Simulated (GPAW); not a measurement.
Crystal: CdSe (Cadmoselite).

```
Cd Se
1.0
     4.30000    0.00000    0.00000
    -2.15000    3.72391    0.00000
     0.00000    0.00000    7.02000
Cd Se
2 2
Cartesian
  2.1500 1.2413 3.5100
  0.0000 2.4826 0.0000
  2.1500 1.2413 6.2127
  0.0000 2.4826 2.7027
```

Program: GPAW 26.7.0. Alike in all runs: task band structure; cell as given; k mesh 5 × 5 × 3; smearing fermi-dirac 0.05 eV.

Q: Order these runs on this cell by their band gap on the k mesh, lowest first.
A. level PBE; potentials or basis GPAW PAW data sets (gpaw-data 1.2.1), fd; spin off; band points 60; grid spacing 0.2 Å
B. level MS2; potentials or basis GPAW PAW data sets (gpaw-data 1.2.1), pw; spin SOC, no magnetisation; cutoff (eV) 600; band points 60; spin axis theta (degrees) 54.7; spin axis phi (degrees) 45
C. level BP86; potentials or basis PAW data sets generated in the run's folder for this functional, pw; spin SOC, no magnetisation; cutoff (eV) 600; band points 80; spin axis theta (degrees) 90; spin axis phi (degrees) 45

A: C (0.50 eV), A (0.69 eV), B (0.92 eV).

Caveats: spin-orbit coupling was added after a scalar SCF, so levels and gaps hold it while energy, forces, pressure and moments don't (some runs); this program's spin-orbit splittings come out too wide for heavy elements (some runs).

